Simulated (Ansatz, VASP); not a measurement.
## Two plane-wave programs on TiTe2

```
CELL_PARAMETERS angstrom
3.69990 0.00000 0.00000
-1.84995 3.20420 0.00000
0.00000 0.00000 6.36535
ATOMIC_POSITIONS crystal
Te 0.33333 0.66667 0.73720
Te 0.66667 0.33333 0.26280
Ti 0.00000 0.00000 0.00000
```

Change from the starting cell: volume scaled by 0.94.

Alike in both runs: task single point; functional PBEsol; k mesh 8 × 8 × 4; occupations fermi-dirac, width 0.05 eV; no spin polarisation.

|  | VASP | Ansatz |
| --- | --- | --- |
| version | VASP 6.6.1 | Ansatz 0.2.0 |
| potentials or method | VASP PAW PBE potentials, release 64 (Te, Ti_sv) | Ansatz PAW |
| plane-wave cutoff (eV) | 520 | 420 |
| valence electrons in the cell | 24 | 44 |

|  | VASP | Ansatz | Ansatz less VASP |
| --- | --- | --- | --- |
| gap on the k mesh at the Fermi level (eV) | none | none | - |
| pressure (GPa) | 2.0 | 1.9 | -0.05 |
| largest component of the traceless stress (GPa) | 0.70 | 0.69 | -0.003 |
| rms of the force components (eV/Å) | 0.209 | 0.200 | -0.0084 |

Atom by atom the forces differ by 0.008 eV/Å (rms over components). A gap of «none» marks a metal or a gap that the smearing closes. The two sets of potentials don't hold the same shells in valence.

Caveats: this functional lacks dispersion, which binds the layers, so the pressure and a relaxed spacing across them are unreliable; the PAW data sets were made with another functional, which shifts forces and pressure a little (VASP); the PAW data sets come from PBE, with cores solved anew for the run's functional, which leaves a small shift of forces and pressure (Ansatz). Spin-orbit coupling is left out, which matters for the levels of Te.
